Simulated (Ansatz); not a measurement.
# TiPt3 under changes of volume

One of the cells (14.796 Å³/atom); the others are scaled copies at fixed shape and fractional positions:

```
Pt Ti
1.0
     3.89700    0.00000    0.00000
     0.00000    3.89700    0.00000
     0.00000    0.00000    3.89700
Pt Ti
3 1
Direct
  0.50000 0.50000 0.00000
  0.50000 0.00000 0.50000
  0.00000 0.50000 0.50000
  0.00000 0.00000 0.00000
```

| Property | Result |
| --- | --- |
| Program | Ansatz 0.2.0 |
| Functional | PBE |
| Potentials or basis | Ansatz PAW |
| Cutoff | 420 eV (not typed: the program's choice for these potentials) |
| k mesh | 7 × 7 × 7 |
| Occupations | fermi-dirac, width 0.05 eV |
| Spin | no spin polarisation |

```tsv
volume (Å³/atom)	energy over the lowest point (meV/atom)	pressure (GPa)
13.908	127.22	30.5
14.204	77.97	22.9
14.500	42.01	16.2
14.796	?	?
15.091	4.23	4.7
15.387	0.00	-0.1
15.683	4.13	-4.3
```

Question: What does the run at 14.796 Å³/atom give?

Answer: Energy over the lowest point 17.85 meV/atom; pressure 10.1 GPa.

Worked out: A Birch-Murnaghan fit of order 3 (a polynomial in V^(-2/3)) to the other rows has its minimum at 15.38 Å³/atom with B0 = V·E''(V) = 236 GPa and B' = 4.9. It gives 17.84 meV/atom at 14.796 Å³/atom, against the run's 17.85, and -dE/dV = 10.1 GPa, against 10.1.

Energies are extrapolated to zero smearing.
